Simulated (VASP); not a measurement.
The input files of a VASP run:

### KPOINTS
```
Automatic mesh
0
Gamma
10 10 8
0 0 0
```

POSCAR:
```
CoPt
1
    2.6900000000     0.0000000000     0.0000000000
    0.0000000000     2.6900000000     0.0000000000
    0.0000000000     0.0000000000     3.7000000000
Co Pt
1 1
Direct
  0.0000000000   0.0000000000   0.0000000000
  0.5000000000   0.5000000000   0.5000000000
```

### INCAR
```
SYSTEM = CoPt
PREC = Accurate
ENCUT = 400
EDIFF = 1E-6
NELM = 4
ALGO = Normal
LREAL = .FALSE.
LASPH = .TRUE.
ISMEAR = 1
SIGMA = 0.1
GGA = PE
LMAXMIX = 6
ISPIN = 2
MAGMOM = 2.0 0.0
LORBIT = 10
LWAVE = .FALSE.
LCHARG = .FALSE.
ISIF = 2
```

POTCAR, in this order: Co Pt (PBE.64 set). Program: vasp_std.

The run wrote:

File standard output:
```
 POSCAR found type information on POSCAR CoPt
 POSCAR found :  2 types and       2 ions
 Reading from existing POTCAR
 Reading from existing POTCAR
 LDA part: xc-table for (Slater+PW92), standard interpolation
 POSCAR, INCAR and KPOINTS ok, starting setup
 WAVECAR not read
 entering main loop
       N       E                     dE             d eps       ncg     rms          rms(c)
DAV:   1     0.864206979930E+02    0.86421E+02   -0.74846E+03  6040   0.121E+03
DAV:   2    -0.113846167913E+02   -0.97805E+02   -0.90479E+02  6180   0.256E+02
DAV:   3    -0.146989516625E+02   -0.33143E+01   -0.32027E+01  6914   0.573E+01
DAV:   4    -0.147398460857E+02   -0.40894E-01   -0.40871E-01  6996   0.560E+00

 -----------------------------------------------------------------------------
|                                                                             |
|           W    W    AA    RRRRR   N    N  II  N    N   GGGG   !!!           |
|           W    W   A  A   R    R  NN   N  II  NN   N  G    G  !!!           |
|           W    W  A    A  R    R  N N  N  II  N N  N  G       !!!           |
|           W WW W  AAAAAA  RRRRR   N  N N  II  N  N N  G  GGG   !            |
|           WW  WW  A    A  R   R   N   NN  II  N   NN  G    G                |
|           W    W  A    A  R    R  N    N  II  N    N   GGGG   !!!           |
|                                                                             |
|     The electronic self-consistency was not achieved in the given           |
|     number of steps (NELM). The forces and other quantities evaluated       |
|     might not be reliable so examine the results carefully. If you find     |
|     spurious results, we suggest increasing NELM, if you were close to      |
|     convergence or switching to a different ALGO or adjusting the           |
|     density mixing parameters otherwise.                                    |
|                                                                             |
 -----------------------------------------------------------------------------

   1 F= -.14739846E+02 E0= -.14740015E+02  d E =0.505880E-03  mag=     2.3526
```

File OUTCAR:
```
------------------------ aborting loop EDIFF was not reached (unconverged)  ----------------------------
  FORCE on cell =-STRESS in cart. coord.  units (eV):
  Direction    XX          YY          ZZ          XY          YZ          ZX
  --------------------------------------------------------------------------------------
  Total      -66.7347637    -66.7347637    -64.9304397      0.0000000      0.0000000     -0.0000000
  in kB    -3993.5251662  -3993.5251662  -3885.5512554      0.0000000      0.0000000     -0.0000000
  external PRESSURE =   -3957.5338626 kB  Pullay stress =       0.0000000 kB
  volume of cell :       26.77
      direct lattice vectors                 reciprocal lattice vectors
     2.690000000  0.000000000  0.000000000     0.371747212  0.000000000  0.000000000
     0.000000000  2.690000000  0.000000000     0.000000000  0.371747212  0.000000000
     0.000000000  0.000000000  3.700000000     0.000000000  0.000000000  0.270270270
 POSITION                                       TOTAL-FORCE (eV/Angst)
 -----------------------------------------------------------------------------------
      0.00000      0.00000      0.00000         0.000000      0.000000      0.000000
      1.34500      1.34500      1.85000         0.000000      0.000000      0.000000
 -----------------------------------------------------------------------------------
    total drift:                                0.000000     -0.000000     -0.000000
  FREE ENERGIE OF THE ION-ELECTRON SYSTEM (eV)
  ---------------------------------------------------
  free  energy   TOTEN  =       -14.7398460857 eV

  energy  without entropy=      -14.7403519653  energy(sigma->0) =      -14.74001471

 total charge

# of ion       s       p       d       tot
------------------------------------------
    1        0.451   0.534   6.661   7.645
    2        0.793   0.836   8.140   9.769
--------------------------------------------------
tot          1.244   1.370  14.801  17.414

 magnetization (x)

# of ion       s       p       d       tot
------------------------------------------
    1        0.011   0.018   1.963   1.992
    2       -0.015  -0.026   0.306   0.265
--------------------------------------------------
tot         -0.003  -0.008   2.269   2.257
```
(Selected blocks of OUTCAR.)

Question: From input and log, find the fault in this run and mend it.

Answer: The cause: NELM is too small, so the electronic loop ends before EDIFF is met. Convergence was not reached. Against the sound run, the energy per atom (σ→0) falls by 0.716 eV/atom; the pressure falls by 397.11 GPa; the cell moment increases by 0.08 μB. To mend it, set NELM = 100.

The mended run (PBE GGA, plane waves, VASP's PBE PAW potentials (set 64)) converges, and its OSZICAR ends with
```
   1 F= -.13308403E+02 E0= -.13308657E+02  d E =0.764039E-03  mag=     2.2705
```

The compound is CoPt in the L1_0 structure. The cell was not relaxed at this level.
